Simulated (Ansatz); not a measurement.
# V2CO2 MXene monolayer in a perpendicular field, part 2 of 2

Wanted: the out-of-plane response of the V2CO2 MXene monolayer. A positive field points along +c.

Ansatz 0.2.0; plane-wave DFT, PBE-D3(BJ), Ansatz PAW (set soft_1); PAW set soft_1.

So far. Step 2 (Relaxing the slab): The lattice constant a goes from 3.012 to 2.877 Å.

### Step 3. Atoms held, field 0

A sawtooth potential applies the field, turning back in the middle of the vacuum. With the dipole correction the typed value is the field outside the slab. The induced dipole is small, so the SCF threshold is tight.

The cell differs from the one that the last finished run ended in (c 39.998 → 22.417 Å).

File input.yaml:

```yaml
crystal:
  lattice:
    - [2.8765832846, 0.0, 0.0]
    - [-1.4382916423, 2.4911942006, 0.0]
    - [0.0, 0.0, 22.4168885377]
  atoms:
    - { symbol: O, position: [0.3333333333, 0.6666666667, 0.4014830151] }
    - { symbol: V, position: [0.6666666667, 0.3333333333, 0.4471454155] }
    - { symbol: C, position: [0.0, 0.0, 0.5] }
    - { symbol: V, position: [0.3333333333, 0.6666666667, 0.5528545845] }
    - { symbol: O, position: [0.6666666667, 0.3333333333, 0.5985169849] }
kpoints:
  mp_grid: { grid: [18, 18, 1] }
  band_path:
    path: [[0, 0, 0], [0.5, 0, 0], [0.33333333, 0.33333333, 0], [0, 0, 0]]
    npoints: 16
hamiltonian:
  xc: pbe
  dispersion: d3bj
  pseudopotentials: { kind: paw, azcp: { folder: soft_1 } }
scf:
  occupations: { method: fermi_dirac, width: 0.02585 }
  convergence: { dr2_threshold: 1.0e-10 }
efield:
  axis: 3
  dipole_correction: true
  ramp_position: 0.97
  ramp_width: 0.06
  amplitude: 0
output:
  dos: { projected: true, e_range: [-6, 5] }
  write_potential: true
  write_density: true
  volumetric_format: npy
  elf: true
```

On the command line:

```bash
$ ansatz run input.yaml --threads 2 --pin off --max-ram 3072MiB --backend cpu --events-out ev --progress --plain --runs-dir out
```

Numbers of over 12 decimals in the logs are rounded to 6 here.

Log:

```text
[...]
Crystal: 5 atoms, lattice volume = 160.642 Å³
Basis set: ecut = 420 eV, 3123 PW (Γ)
Bands: 26, of which v1, the nominal top of the filled ones, is band 21 counted from 1 (20 counted from 0)
Symmetry: 6 space group operations
k-points: 37 of 324 (time reversal used)
[...]
SCF iter   1: F=—  HF=-7220.579492 eV  |F-HF|=—  |Δ(HF+E_count)|=         —  Δρ=1.30e-1  dr2=3.06e1  ethr=3.10e-3  p=0.000 e·Å  D=9.78e-14 V/Å  ΔV_dip=-0.00 eV  dr2_dipole=1.62e-7  V_vac-E_F(+/−)=8.27/8.27 eV  ⟨swp⟩=8.9  Hψ=5456  notcnv=0
efield: sawtooth ramp at fractional position 0.9700 (set: `efield.ramp_position`, or a place that a band, a saddle search or an elastic batch's reference lends), width 0.0600; the density the first Hamiltonian is built on has a dipole p = 0.000 e·Å; the dipole correction subtracts the counter field D = 9.78e-14 V/Å, which shifts the + side's vacuum level by -0.00 eV against the − side's; the planar-averaged density in the ramp window peaks in size at 1.9e-5 e/Å³
[...]
SCF iter   2: F=—  HF=-7255.872331 eV  |F-HF|=—  |Δ(HF+E_count)|=    3.53e1  Δρ=4.99e-1  dr2=4.53e2  ethr=3.10e-3  p=-0.001 e·Å  D=-7.69e-4 V/Å  ΔV_dip=0.02 eV  dr2_dipole=4.85e-4  V_vac-E_F(+/−)=8.03/8.01 eV  ⟨swp⟩=6.6  Hψ=3614  notcnv=0  defer=19  recentre
[...]
SCF iter  14: F=-7214.168524 eV  HF=-7214.168524 eV  |F-HF|=7.28e-12  |Δ(HF+E_count)|=  9.09e-12  Δρ=8.49e-8  dr2=1.03e-11  ethr=1.00e-12  p=0.000 e·Å  D=8.27e-8 V/Å  ΔV_dip=-0.00 eV  dr2_dipole=1.46e-12  V_vac-E_F(+/−)=6.60/6.60 eV  ⟨swp⟩=2.9  Hψ=3504  notcnv=0
SCF 1 converged in 14 iterations: F = -7214.168524 eV  dr2 = 1.03e-11
[...]
NSCF: frozen V_eff on 49 k-points
efield: sawtooth ramp at fractional position 0.9700 (kept from the solve that this one continues, or follows in the run), width 0.0600; the density the first Hamiltonian is built on has a dipole p = 0.000 e·Å; the dipole correction subtracts the counter field D = 8.27e-8 V/Å, which shifts the + side's vacuum level by -0.00 eV against the − side's; the planar-averaged density in the ramp window peaks in size at 1.8e-5 e/Å³
[...]
SCF converged after 14 iterations
Free energy (F): -7214.168524 eV
[...]
Internal energy: -7214.165268 eV  (E = F + TS)
E sigma→0 (E₀):  -7214.166896 eV
Entropy (-TS):   -0.003255 eV (-0.651 meV/atom)
Fermi energy:    -0.726137 eV
Dipole field:    D = -0.000002 V/Å  (p = -0.000002 e·Å, saw-weighted, corrected)
Work function:   Φ+ = 6.5998 eV   Φ− = 6.5998 eV
Levels:          The Fermi level and band energies are counted from a zero that moves with the ramp; work functions are not
[...]
--- Band table (eV; the first three rows and the last of 37) ---
  k-point 0: bands = [... 17 lower, -2.2997, -1.5854, -1.5854, -1.4535, -1.4535, -0.4072, -0.3696, -0.3696, ... 1 higher]
  k-point 1: bands = [... 17 lower, -2.2327, -2.1444, -2.0289, -1.1711, -1.0404, -0.4280, -0.3348, -0.2191, ... 1 higher]
  k-point 2: bands = [... 17 lower, -2.9277, -2.4972, -2.1435, -1.1766, -0.7383, -0.2747, -0.1449, 0.0155, ... 1 higher]
  k-point 36: bands = [... 17 lower, -4.8962, -4.2643, -4.2643, -0.4778, -0.2154, -0.2154, 0.8684, 0.8684, ... 1 higher]
```

Run time: 10 s. Hardware: 2 threads of Intel Xeon Platinum 8559C (Emerald Rapids), shared host; peak memory 0.6 GiB.

Numbers from this step:

```
energy at zero smearing   : -7214.1669 eV
work function, upper face : 6.600 eV
dipole along the normal   : -1.54e-6 e·Å
```

Running mean over a fixed 2.5 Å (it still follows the layers) of the planar mean; the ramp of the sawtooth is left out. Electron's electrostatic potential energy less the Fermi level against z:

```tsv
z (Å)	electron's electrostatic potential energy less the Fermi level (eV)
3.0	6.60
3.5	6.60
4.0	6.60
4.5	6.60
5.0	6.60
5.5	6.60
6.0	6.59
6.5	6.57
7.0	6.41
7.5	5.20
8.0	2.41
8.5	-1.43
9.0	-5.67
9.5	-9.23
10.0	-11.5
10.5	-12.1
11.0	-12.2
11.5	-12.2
12.0	-12.1
12.5	-11.2
13.0	-8.73
13.5	-4.98
14.0	-0.758
14.5	2.97
15.0	5.52
15.5	6.46
16.0	6.58
16.5	6.60
17.0	6.60
17.5	6.60
18.0	6.60
18.5	6.60
19.0	6.60
```

The density of states has structure finer than the step of the table below, so its rows give means over 0.2 eV, whole bins alone (the curve runs from -6 to 1.33 eV). Peaks (eV: height): -5.86: 17.2, -5.67: 13.0, -5.39: 10.7, -4.90: 14.3, -4.65: 15.7, 0.53: 14.0, 0.67: 11.3.

The density of states by energy, zero at the Fermi level; means over each step:

energy (eV), density of states (states/eV a cell) and a bar:
```
     -5.8        5.5 ##################
     -5.6        6.0 ####################
     -5.4        6.5 ######################
     -5.2        2.5 ########
     -5.0        4.9 ################
     -4.8        4.3 ##############
     -4.6        6.9 #######################
     -4.4        5.4 ##################
     -4.2        6.0 ####################
     -4.0        3.4 ###########
     -3.8        3.0 ##########
     -3.6        4.2 ##############
     -3.4        2.2 #######
     -3.2        1.9 ######
     -3.0        2.0 ######
     -2.8        2.4 ########
     -2.6        3.6 ############
     -2.4        3.3 ###########
     -2.2        1.0 ###
     -2.0        0.9 ###
     -1.8        0.8 ##
     -1.6        0.9 ###
     -1.4        0.9 ###
     -1.2        0.1 
     -1.0        0.9 ###
     -0.8        1.4 ####
     -0.6        2.3 #######
     -0.4        3.0 ##########
     -0.2        1.6 #####
      0.0        1.5 #####
      0.2        1.9 ######
      0.4        3.9 #############
      0.6        8.9 ##############################
      0.8        4.9 ################
      1.0        1.3 ####
      1.2        4.1 #############
```

Projected DOS per atom over height of the atomic layer and energy from the Fermi level. Layers: O V C V O from below.

Ten even steps from '_' (0.03 states/eV) to '@' (3.23 states/eV), each cell a mean:
```
__**__**__
__++__++__
__@@__@@__
__::__::__
__..__..__
__--__--__
__..__..__
__________
__________
__________
__________
::..--..::
..__..__..
..__..__..
::......::
::......::
**..__..**
++--..--++
--::::::--
..........
==::::::==
--::::::--
```
Columns: height of the atomic layer (Å) from 9 to 13.4 (not evenly spaced); rows upwards: energy from the Fermi level (eV) from -5.96 to 1.33.

The electronic bands at the labelled points (eV, zero at the Fermi level):

```tsv
point	band 18	band 19	band 20	band 21	band 22	band 23	band 24	band 25
Γ	-1.57	-0.86	-0.86	-0.73	-0.73	0.32	0.36	0.36
halfway	-3.71	-2.52	-2.09	-0.70	0.24	0.69	1.35	1.41
M	-4.26	-2.40	-2.36	-1.07	0.40	0.94	1.17	1.34
halfway	-4.15	-3.42	-2.73	-0.30	0.51	0.86	1.34	1.35
K	-4.17	-3.54	-3.54	0.25	0.51	0.51	1.59	1.59
halfway	-3.52	-3.50	-2.31	-0.34	0.33	0.69	1.37	1.54
Γ	-1.57	-0.86	-0.86	-0.73	-0.73	0.32	0.36	0.36
```

Valence density in the ca plane at fractional y = 0.333, with atoms of V and O within 0.2 Å of it. It is the smooth field of the valence electrons, not physical close to the nuclei.

Ten steps, logarithmic in the rise over the least value, from '0' (0 e/Å³) to '9' (13 e/Å³), each cell a mean:
```
00000000000000000001124664322223553100000000
00000000000000000000137996321225776310000000
00000000000000000000148997321135887310000000
00000000000000000000136886322224775300000000
00000000000000000001224553322223443100000000
00000000000000000001233223333333221000000000
00000000000000000002333223333343210000000000
00000000000000000001233223333333221000000000
```
Columns run along c (16.0 Å, from fractional 0.07 to 0.78 of the cell), rows up along a (2.9 Å). Atoms in or near the plane, at fractional coordinates: V at (0.45, 0.67), O at (0.60, 0.67).

Electrostatic potential energy in the ca plane at fractional y = 0.333, with atoms of V and O within 0.2 Å of it. With pseudopotentials it is smooth inside the atoms' cores, unlike the true potential.

Ten even steps from '0' (-40 eV) to '9' (6 eV), each cell a mean:
```
99999999999999999999873114788777658999999999
99999999999999999999850000688885003999999999
99999999999999999999840000588884002899999999
99999999999999999999851001688886114999999999
99999999999999999999874225788777668999999999
99999999999999999999987777777546789999999999
99999999999999999999988888776435789999999999
99999999999999999999987667777656889999999999
```
Columns run along c (16.0 Å, from fractional 0.07 to 0.78 of the cell; values clipped at the 3rd and 97th percentile), rows up along a (2.9 Å). Atoms in or near the plane, at fractional coordinates: V at (0.45, 0.67), O at (0.60, 0.67).

ELF in the ca plane at fractional y = 0.333, with atoms of V and O within 0.2 Å of it. It is the smooth field of the valence electrons, not physical close to the nuclei.

Ten even steps from '0' (0.00) to '9' (0.82), each cell a mean:
```
00000000000000012322552353114899741000000000
00000000000000000026885122138889962000000000
00000000000000000027886111148659973100000000
00000000000000000126885222137889962000000000
00000000000000013422432464113788631000000000
00000000000000136763124774221233100000000000
00000000000000147885236884221000000000000000
00000000000000135763114774211244200000000000
```
Columns run along c (16.0 Å, from fractional 0.12 to 0.83 of the cell), rows up along a (2.9 Å). Atoms in or near the plane, at fractional coordinates: V at (0.45, 0.67), O at (0.60, 0.67).

The work function of the upper face is 6.60 eV.

### Step 4. Single point, field 0.1 V/Å

input.yaml: that of step 3 with these lines changed.

```diff
@@ -26,7 +26,6 @@
   dipole_correction: true
-  ramp_position: 0.97
-  ramp_width: 0.06
-  amplitude: 0
+  ramp_position: 0.9331
+  ramp_width: 0.1338
+  amplitude: 0.1
 output:
-  dos: { projected: true, e_range: [-6, 5] }
   write_potential: true
@@ -34,2 +33 @@
   volumetric_format: npy
-  elf: true
```

Log:

```text
[...]
Crystal: 5 atoms, lattice volume = 160.642 Å³
Basis set: ecut = 420 eV, 3123 PW (Γ)
Bands: 26, of which v1, the nominal top of the filled ones, is band 21 counted from 1 (20 counted from 0)
Symmetry: 6 space group operations
k-points: 37 of 324 (time reversal used)
[...]
k-point 0: bands = [... 17 lower, -2.2999, -1.5856, -1.5856, -1.4537, -1.4537, -0.4074, -0.3697, -0.3697, ... 1 higher]
  k-point 1: bands = [... 17 lower, -2.2330, -2.1446, -2.0291, -1.1713, -1.0406, -0.4281, -0.3350, -0.2193, ... 1 higher]
  k-point 2: bands = [... 17 lower, -2.9279, -2.4973, -2.1437, -1.1768, -0.7385, -0.2749, -0.1451, 0.0153, ... 1 higher]
  k-point 36: bands = [... 17 lower, -4.8916, -4.2710, -4.2577, -0.4779, -0.2163, -0.2149, 0.8663, 0.8702, ... 1 higher]
[key lines of the parts left out:]
SCF converged after 13 iterations
Free energy (F): -7214.169611 eV
Fermi energy:    -0.726325 eV
Dipole field:    D = 0.024499 V/Å  (p = 0.021749 e·Å, saw-weighted, corrected)
```

Wall time 10 s (2 threads); peak memory 0.48 GiB.

The dipole is 0.0217 e·Å.

### Step 5. Atoms held, field -0.1 V/Å

input.yaml: that of step 4 with these lines changed.

```diff
@@ -28,3 +28,3 @@
   ramp_width: 0.1338
-  amplitude: 0.1
+  amplitude: -0.1
 output:
```

Log:

```text
[...]
Crystal: 5 atoms, lattice volume = 160.642 Å³
Basis set: ecut = 420 eV, 3123 PW (Γ)
Bands: 26, of which v1, the nominal top of the filled ones, is band 21 counted from 1 (20 counted from 0)
Symmetry: 6 space group operations
k-points: 37 of 324 (time reversal used)
[...]
k-point 0: bands = [... 17 lower, -2.2999, -1.5856, -1.5856, -1.4537, -1.4537, -0.4074, -0.3697, -0.3697, ... 1 higher]
  k-point 1: bands = [... 17 lower, -2.2330, -2.1446, -2.0291, -1.1713, -1.0406, -0.4281, -0.3350, -0.2193, ... 1 higher]
  k-point 2: bands = [... 17 lower, -2.9279, -2.4973, -2.1437, -1.1768, -0.7385, -0.2749, -0.1451, 0.0153, ... 1 higher]
  k-point 36: bands = [... 17 lower, -4.8916, -4.2710, -4.2577, -0.4779, -0.2163, -0.2149, 0.8663, 0.8702, ... 1 higher]
[key lines of the parts left out:]
SCF converged after 13 iterations
Free energy (F): -7214.169611 eV
Fermi energy:    -0.726324 eV
Dipole field:    D = -0.024496 V/Å  (p = -0.021747 e·Å, saw-weighted, corrected)
```

Wall time 9.9 s (2 threads); peak memory 0.48 GiB.

The dipole is -0.0217 e·Å.

### Step 6. Response, atoms held

This step: plane-wave DFT, PBE-D3(BJ), Ansatz PAW (set soft_1); response to a field along the normal, atoms held; PAW set soft_1 (Ansatz 0.2.0).

The dipoles give the slope, and the difference of two potentials shows where the field is screened.

Numbers from this step:

```
equivalent conductor thickness p/(ε₀AE) : 5.492 Å
distance between the outer atoms        : 4.417 Å
```

Dipole of the cell against applied field:

```tsv
applied field (V/Å)	dipole of the cell (e·Å)
-0.1000	-0.0217
0.0000	-1.5e-6
0.1000	0.0217
```

Local field over the applied field, running mean. From the potentials at -0.1 and 0.1 V/Å; running mean over 2.5 Å. Local field over applied field against z:

z (Å), local field over applied field and a bar:
```
      4.5       1.00 ##############################
      5.0       1.00 ##############################
      5.5       1.00 ##############################
      6.0       0.99 ##############################
      6.5       0.98 #############################
      7.0       0.93 ############################
      7.5       0.82 ########################
      8.0       0.66 ####################
      8.5       0.48 ##############
      9.0       0.30 #########
      9.5       0.16 ####
     10.0       0.07 ##
     10.5       0.02 
     11.0       0.02 
     11.5       0.02 
     12.0       0.03 
     12.5       0.08 ##
     13.0       0.18 #####
     13.5       0.33 ##########
     14.0       0.51 ###############
     14.5       0.69 #####################
     15.0       0.84 #########################
     15.5       0.94 ############################
     16.0       0.98 #############################
     16.5       1.00 ##############################
     17.0       1.00 ##############################
     17.5       1.00 ##############################
     18.0       1.00 ##############################
```

The induced electron density oscillates, so the rows of the table below give means over windows of 0.5 Å about each position, cut where the curve ends. Its maxima inside the range that stand out by 2 % of the span (Å: e/Å³ per V/Å): 8.37: 0.00407, 9.27: 0.00195, 10.61: 5.3e-4, 12.25: 1.5e-5, 13.45: -0.00144. Its minima: 8.97: 0.00144, 10.16: -1.5e-5, 11.81: -5.3e-4, 13.15: -0.00195, 14.05: -0.00407.

Electrons, planar mean, per unit field. Induced electron density against z; means over each step:

z (Å), induced electron density (e/Å³ per V/Å) and a bar from the least value:
```
      4.5    0.00000 ###############
      5.0    0.00000 ###############
      5.5    0.00001 ###############
      6.0    0.00002 ###############
      6.5    0.00009 ################
      7.0    0.00032 #################
      7.5    0.00104 ####################
      8.0    0.00273 ##########################
      8.5    0.00360 ##############################
      9.0    0.00183 #######################
      9.5    0.00099 ###################
     10.0    0.00005 ################
     10.5    0.00031 #################
     11.0    0.00020 ################
     11.5   -0.00029 ##############
     12.0   -0.00023 ##############
     12.5   -0.00009 ###############
     13.0   -0.00126 ##########
     13.5   -0.00195 #######
     14.0   -0.00376 
     14.5   -0.00239 ######
     15.0   -0.00087 ############
     15.5   -0.00026 ##############
     16.0   -0.00007 ###############
     16.5   -0.00002 ###############
     17.0    0.00000 ###############
     17.5    0.00000 ###############
     18.0    0.00000 ###############
```

By hand: between -0.1 and 0.1 V/Å the dipole changes by 0.04350 e·Å, a slope of 0.2175 e·Å²/V. A perfect conductor of thickness t has p = ε₀AEt, so t = 180.95 × 0.2175 / 7.166 = 5.49 Å (e/ε₀ = 180.95 V·Å, A in Å²).

The induced dipole is that of a conductor 5.49 Å thick.

### Step 7. Outcome

```json
{
 "gap without field": "none",
 "work function, upper face": "6.60 eV",
 "equivalent conductor thickness, atoms held": "5.49 Å"
}
```

**Reading.** The induced dipole equals that of a perfect conductor 5.49 Å thick, while the outer atoms lie 4.42 Å apart. There is no gap over 0.03 eV, with or without the field. The first relaxation ran with spin and lost its moment, and the later runs have none; other magnetic states were not tried. The MXene's terminations sit over the metal atoms of its far layer; the site over carbon or nitrogen, which some compounds prefer, was not run.

[Logs are printed without paths, hosts, clocks, repeated set-up lines and the standing remarks that a program may print on its own settings, such as how far it seeks lower states.]

[Hosts, paths, dates, database ids (printed as entryN), source tags and the programs' standing remarks are cut or masked in the printed files.]

[Maps of the electrostatic potential energy from Ansatz leave out the sawtooth potential of an applied field or a dipole correction, so their vacuum need not be flat; planar profiles and work functions include it.]

[The density of states shown here was stored with 400 of the rows of the run's finer table, so its peaks can read low, often by over a quarter, or be missed, and its means over a window can be off by a tenth or more.]
